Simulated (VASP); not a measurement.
# Li2S (Fm-3m) in VASP: relaxation of cell and atoms with PBE

Aim: the relaxation of cell and atoms of Li2S with PBE.

All numbers are computed with VASP 6.6.1; they aren't measurements. Logs are shortened: lines on timing, memory, paths and dates and some standing lists are left out, and cuts for length are marked.

## Step 1: The structure

It takes space group Fm-3m (No. 225, cubic). The conventional cell has a = 5.689 Å, b = 5.689 Å, c = 5.689 Å, α = 90.00°, β = 90.00°, γ = 90.00°. Li (site symmetry -43m) has 4 S at 2.46 Å as nearest neighbours. S (site symmetry m-3m) has 8 Li at 2.46 Å as nearest neighbours.

## Step 2: Relaxation of cell and atoms, PBE

File INCAR:

```
SYSTEM = Li2S
PREC     = Accurate       ! precision mode
ENCUT    = 600            ! plane-wave cutoff, eV
EDIFF    = 1E-6           ! SCF threshold, eV
ISMEAR   = 0              ! smearing method
SIGMA    = 0.02           ! smearing width, eV
LREAL    = .False.        ! projectors in reciprocal space
LASPH    = .True.         ! aspherical terms in the spheres
NELM     = 100            ! most SCF steps
ALGO     = Fast           ! electronic algorithm
ISIF     = 3              ! what is computed and relaxed
LWAVE    = .False.        ! write WAVECAR
LCHARG   = .False.        ! write CHGCAR
GGA      = PE             ! functional
IBRION   = 2              ! ionic algorithm
NSW      = 80             ! ionic steps
EDIFFG   = -0.005         ! ionic threshold
```

File KPOINTS:

```
Automatic mesh
0
Gamma
  8 8 8
  0 0 0
```

File POSCAR:

```
Li2S
1.0
    0.0000000000      2.8445000000      2.8445000000
    2.8445000000      0.0000000000      2.8445000000
    2.8445000000      2.8445000000      0.0000000000
Li S
2 1
Direct
    0.2500000000      0.2500000000      0.2500000000
    0.7500000000      0.7500000000      0.7500000000
    0.0000000000      0.0000000000      0.0000000000
```

Potentials or basis: VASP PAW PBE potentials, release 64 (Li_sv, S).

The run is started by

```bash
cat potpaw_PBE.64/Li_sv/POTCAR potpaw_PBE.64/S/POTCAR > POTCAR
mpirun -np 1 vasp_std > vasp.out
```

OUTCAR:

```text
SYSTEM = Li2S
   PREC = Accurate
   ENCUT = 600
   EDIFF = 1E-6
   ISMEAR = 0
   LREAL = .False.
   LASPH = .True.
   NELM = 100
   ISIF = 3
   GGA = PE
   IBRION = 2
   NSW = 80
   EDIFFG = -0.005

 ion  position               nearest neighbor table
   1  0.250  0.250  0.250-   3 2.46   3 2.46   3 2.46   3 2.46
   2  0.750  0.750  0.750-   3 2.46   3 2.46   3 2.46   3 2.46
   3  0.000  0.000  0.000-   2 2.46   2 2.46   2 2.46   1 2.46   2 2.46   1 2.46   1 2.46   1 2.46

  LATTYP: Found a face centered cubic cell.
 ALAT       =     5.6890000000

  Lattice vectors:

 A1 = (   0.0000000000,   2.8445000000,   2.8445000000)
 A2 = (   2.8445000000,   0.0000000000,   2.8445000000)
 A3 = (   2.8445000000,   2.8445000000,   0.0000000000)

Analysis of symmetry for initial positions (statically):
=====================================================================
 Subroutine PRICEL returns:
 Original cell was already a primitive cell.

 Routine SETGRP: Setting up the symmetry group for a
 face centered cubic supercell.

 Subroutine GETGRP returns: Found 48 space group operations
 (whereof 48 operations were pure point group operations)
 out of a pool of 48 trial point group operations.

The static configuration has the point symmetry O_h .

Analysis of symmetry for dynamics (positions and initial velocities):
=====================================================================
 Subroutine PRICEL returns:
 Original cell was already a primitive cell.

 Routine SETGRP: Setting up the symmetry group for a
 face centered cubic supercell.

 Subroutine GETGRP returns: Found 48 space group operations
 (whereof 48 operations were pure point group operations)
 out of a pool of 48 trial point group operations.

The dynamic configuration has the point symmetry O_h .

 Subroutine INISYM returns: Found 48 space group operations
 (whereof 48 operations are pure point group operations),
 and found     1 'primitive' translations

----------------------------------------------------------------------------------------

                                     Primitive cell

  volume of cell :      46.0307

  direct lattice vectors                    reciprocal lattice vectors
     0.000000000  2.844500000  2.844500000    -0.175777817  0.175777817  0.175777817
     2.844500000  0.000000000  2.844500000     0.175777817 -0.175777817  0.175777817
     2.844500000  2.844500000  0.000000000     0.175777817  0.175777817 -0.175777817
[... 101 lines left out ...]
   ISMEAR =     0;   SIGMA  =   0.02  broadening in eV -4-tet -1-fermi 0-gaus
   EFERMI_NEDOS =   21; number of points for ismear=-14 and -15
   IALGO  =     68    algorithm
   IMIX   =      4    mixing-type and parameters
     AMIX     =   0.40;   BMIX     =  1.00
     AMIX_MAG =   1.60;   BMIX_MAG =  1.00
  volume/ion in A,a.u.               =      15.34       103.54
  Fermi-wavevector in a.u.,A,eV,Ry     =   1.045810  1.976294 14.880934  1.093718
  Thomas-Fermi vector in A             =   2.180621
   LORBIT       =      0    0 simple, 1 ext, 2 COOP (PROOUT), +10 PAW based schemes
   GGA     = PE    functional components
   LHFCALC =     F    Hartree Fock is set to
   AEXX    =    0.0000 exact exchange contribution
   IVDW    =     0    specifies the selected vdW correction
   LEPSILON=     F    determine dielectric tensor
   LRPA    =     F    only Hartree local field effects (RPA)
 conjugate gradient relaxation of ions
 non-spin polarized calculation
 RMM-DIIS sequential band-by-band and
 Gauss-broadening in eV      SIGMA  =   0.02
  energy-cutoff  :      600.00
  volume of cell :       46.03
 maximum number of plane-waves:      1572
   NGX = 17   NGY = 17   NGZ = 17

--------------------------------------- Ionic step        1  -------------------------------------------

 number of electron      11.9999987 magnetization

 Free energy of the ion-electron system (eV)
  ---------------------------------------------------
  ext. energy  EPLUGINS =         0.00000000
  ---------------------------------------------------
  free energy    TOTEN  =       -11.99544903 eV

  energy without entropy =      -11.99544903  energy(sigma->0) =      -11.99544903

------------------------ aborting loop because EDIFF is reached ----------------------------------------

  FORCE on cell =-STRESS in cart. coord.  units (eV):
  Direction    XX          YY          ZZ          XY          YZ          ZX
  --------------------------------------------------------------------------------------
  -------------------------------------------------------------------------------------
  Total        0.0679574      0.0679574      0.0679574     -0.0000000      0.0000000      0.0000000
  in kB        2.3653723      2.3653723      2.3653723     -0.0000000      0.0000000      0.0000000
  external PRESSURE =       2.3653723 kB  Pullay stress =       0.0000000 kB
[... 61 lines left out ...]
--------------------------------------- Ionic step        3  -------------------------------------------

 number of electron      11.9999987 magnetization

 Free energy of the ion-electron system (eV)
  ---------------------------------------------------
  ext. energy  EPLUGINS =         0.00000000
  ---------------------------------------------------
  free energy    TOTEN  =       -11.99565219 eV

  energy without entropy =      -11.99565219  energy(sigma->0) =      -11.99565219

 E-fermi :   1.5742     XC(G=0):  -8.5029

 val. band max:        1.4566523074   @ k =   0.0000   0.0000   0.0000
 cond. band min:       4.8461897160   @ k =   0.5000   0.5000   0.0000
 fundamental gap:      3.3895374086
 Fermi energy:         1.5741758511

 k-point     1 :       0.0000    0.0000    0.0000
  band No.  band energies     occupation
      1     -42.7238      2.00000
      2     -42.6811      2.00000
      3      -9.5626      2.00000
      4       1.4567      2.00000
      5       1.4567      2.00000
      6       1.4567      2.00000
      7       5.7258      0.00000
      8       7.6853      0.00000
      9       7.6853      0.00000
     10       7.6853      0.00000
[... 287 lines left out ...]
 k-point    24 :      -0.3750    0.2500    0.1250
  band No.  band energies     occupation
      1     -42.7018      2.00000
      2     -42.7018      2.00000
      3      -9.0648      2.00000
      4      -1.1133      2.00000
      5       0.2169      2.00000
      6       0.5552      2.00000
      7       7.3183      0.00000
      8       8.1005      0.00000
      9       9.8087      0.00000
     10      10.4502      0.00000

 [... further k-points ...]
[... 5 lines left out ...]
  --------------------------------------------------------------------------------------
  -------------------------------------------------------------------------------------
  Total       -0.0008609     -0.0008609     -0.0008609      0.0000000      0.0000000     -0.0000000
  in kB       -0.0297858     -0.0297858     -0.0297858      0.0000000      0.0000000     -0.0000000
  external PRESSURE =      -0.0297858 kB  Pullay stress =       0.0000000 kB
[... 18 lines left out ...]
  FREE ENERGIE OF THE ION-ELECTRON SYSTEM (eV)
  ---------------------------------------------------
  free  energy   TOTEN  =       -11.9956521870 eV

  energy  without entropy=      -11.9956521870  energy(sigma->0) =      -11.99565219

 reached required accuracy - stopping structural energy minimisation
```

It took 23 s on 1 thread of Intel Xeon Platinum 8488C (Sapphire Rapids), shared host; peak memory 0.17 GiB.

What came out:

```yaml
Free_energy: -11.9957 eV
Relaxed_volume: 15.44 Å³/atom
Relaxed_cell: a = 4.031 Å, b = 4.031 Å, c = 4.031 Å, α = 60.00°, β = 60.00°, γ = 60.00°
Space_group_after_relaxing_to_0.05_Å: Fm-3m (No. 225)
Energy_gained_by_relaxing: 0.1 meV/atom
Ionic_steps: 3
Pressure_after_relaxing: 0.0 GPa
Band_gap_on_the_k_mesh: 3.39 eV, indirect (least direct gap 4.27 eV)
```

The path:
```csv
step,energy change (eV),largest force (eV/Å),pressure (GPa),volume (Å³)
1,0.0000,0.0000,0.24,46.03
2,-0.0002,0.0000,0.11,46.18
3,-0.0002,0.0000,0.00,46.31
```

Final structure:
```yaml
crystal:
  lattice:
    - [0.00000, 2.85017, 2.85017]
    - [2.85017, 0.00000, 2.85017]
    - [2.85017, 2.85017, 0.00000]
  atoms:
    - { symbol: Li, position: [0.25000, 0.25000, 0.25000] }
    - { symbol: Li, position: [0.75000, 0.75000, 0.75000] }
    - { symbol: S, position: [0.00000, 0.00000, 0.00000] }
```

Caveat: the cutoff is under 1.25 times the usual one of these potentials, so pressure, stress and relaxed cells hold a basis-set (Pulay) error. A k mesh can miss the band edges.
